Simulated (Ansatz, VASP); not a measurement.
Given: the input of a run of VASP 6.6.1 on Sb.

File INCAR:

```
SYSTEM = Sb
ALGO = Normal
EDIFF = 1E-6
EDIFFG = -0.005
ENCUT = 600
IBRION = 2
ISIF = 3
ISMEAR = -1
LASPH = .TRUE.
LCHARG = .FALSE.
LMIXTAU = .TRUE.
LREAL = .FALSE.
LWAVE = .FALSE.
METAGGA = R2SCAN
NELM = 100
NSW = 60
PREC = Accurate
SIGMA = 0.05
```

File KPOINTS:

```
k-points
0
G
  8 8 8
  0 0 0
```

POSCAR

```
Sb
1.0
    2.1542000000      1.2437279499      3.7580000000
   -2.1542000000      1.2437279499      3.7580000000
    0.0000000000     -2.4874558998      3.7580000000
Sb
2
Direct
    0.7665100000      0.7665100000      0.7665100000
    0.2334900000      0.2334900000      0.2334900000
```

Potentials or basis: VASP PAW PBE potentials, release 64 (Sb).

Command:

```bash
$ cat potpaw_PBE.64/Sb/POTCAR > POTCAR
$ mpirun -np 1 vasp_std > vasp.out
```

**Question.** Translate it to Ansatz 0.2.0. Potentials there: Ansatz PAW.

**Answer.** As run (the cutoff follows the program's own potentials):

File input.yaml:

```yaml
crystal:
  lattice:
    - [2.1542, 1.2437279499, 3.758]
    - [-2.1542, 1.2437279499, 3.758]
    - [0.0, -2.4874558998, 3.758]
  atoms:
    - { symbol: Sb, position: [0.76651, 0.76651, 0.76651] }
    - { symbol: Sb, position: [0.23349, 0.23349, 0.23349] }
hamiltonian:
  xc: r2scan
  pseudopotentials: { kind: paw }
kpoints:
  mp_grid: { grid: [8, 8, 8] }
scf:
  occupations: { method: fermi_dirac, width: 0.05 }
output:
  forces: true
  stress: true
  eigenvalues: true
relax:
  f_tol: 0.01
  max_steps: 40
  cell: { stress_tol: 0.05 }
```

Potentials or basis: Ansatz PAW.

Launch:

```console
$ ansatz run input.yaml --threads 2 --pin off --max-ram 5632MiB --backend cpu --events-out ev --progress --plain --runs-dir out
```

Both were run:

|  | VASP | Ansatz | Ansatz less VASP |
| --- | --- | --- | --- |
| gap on the k mesh at the Fermi level, each at its own relaxed structure (eV) | none | none | - |
| relaxed volume (Å³/atom) | 31.60 | 31.70 | +0.108 |
| relaxed cell length with the largest relative difference (Å) | 4.608 | 4.626 | +0.0179 |
| energy change over the relaxation (meV/atom) | -6 | -7 | -0.7 |

A gap of «none» marks a metal or a gap that the smearing closes. The two sets of potentials don't hold the same shells in valence.

Caveats: the PAW data sets were made with another functional, which shifts forces and pressure a little (VASP); the plane-wave basis is chosen anew once the cell has moved, so the energies of steps on either side of that aren't comparable (Ansatz); the PAW data sets come from PBE, with cores solved anew for the run's functional, which leaves a small shift of forces and pressure (Ansatz). Zero-point motion and thermal expansion aren't in these numbers. The runs have no spin-orbit coupling, so splittings on Sb are missing.
